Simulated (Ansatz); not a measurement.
La2O3:

```
La O
1.0
     3.93078    0.00000    0.00000
    -1.96539    3.40415    0.00000
     0.00000    0.00000    6.11195
La O
2 3
Direct
  0.33333 0.66667 0.24624
  0.66667 0.33333 0.75376
  0.00000 0.00000 0.00000
  0.33333 0.66667 0.64589
  0.66667 0.33333 0.35411
```

The cell is a database's computed one.

- Program: Ansatz 0.2.0
- Task: relaxation of cell and atoms
- Functional: LDA
- Potentials or basis: Ansatz PAW
- Cutoff: 420 eV (not typed: the program's choice for these potentials)
- k mesh: 8 × 8 × 5
- Occupations: fermi-dirac, width 0.05 eV
- Spin: no spin polarisation
- Hubbard terms: La f U = 1 eV

At the start: volume 16.36 Å³/atom.

**Question.** How do energy, volume and symmetry change on relaxing?

**Answer.** It ends after 7 steps and the volume is 15.61 Å³/atom (-4.6 %); space group P-3m1 (No. 164, to 0.05 Å).

The path:
| step | energy change (eV) | largest force (eV/Å) | volume (Å³) |
| --- | --- | --- | --- |
| 1 | 0.0000 | 0.1714 | 81.78 |
| 2 | -0.0759 | 0.0470 | 78.58 |
| 3 | -0.0782 | 0.0249 | 78.20 |
| 4 | -0.0783 | 0.0037 | 78.21 |
| 5 | -0.0672 | 0.0039 | 78.21 |
| 6 | -0.0679 | 0.0020 | 78.06 |
| 7 | -0.0675 | 0.0020 | 78.06 |

Final structure:
```yaml
crystal:
  lattice:
    - [3.88593, 0.00000, 0.00000]
    - [-1.94296, 3.36531, 0.00000]
    - [0.00000, 0.00000, 5.96920]
  atoms:
    - { symbol: La, position: [0.33333, 0.66667, 0.24443] }
    - { symbol: La, position: [0.66667, 0.33333, 0.75557] }
    - { symbol: O, position: [0.00000, 0.00000, 0.00000] }
    - { symbol: O, position: [0.33333, 0.66667, 0.64624] }
    - { symbol: O, position: [0.66667, 0.33333, 0.35376] }
```

Caveat: the magnetic or orbital state may not be the lowest; the plane-wave basis is chosen anew once the cell has moved, so the energies of steps on either side of that aren't comparable; the pressure holds a Pulay correction of +0.6 GPa for the finite cutoff; the PAW data sets come from PBE, with cores solved anew for the run's functional, which leaves a small shift of forces and pressure.
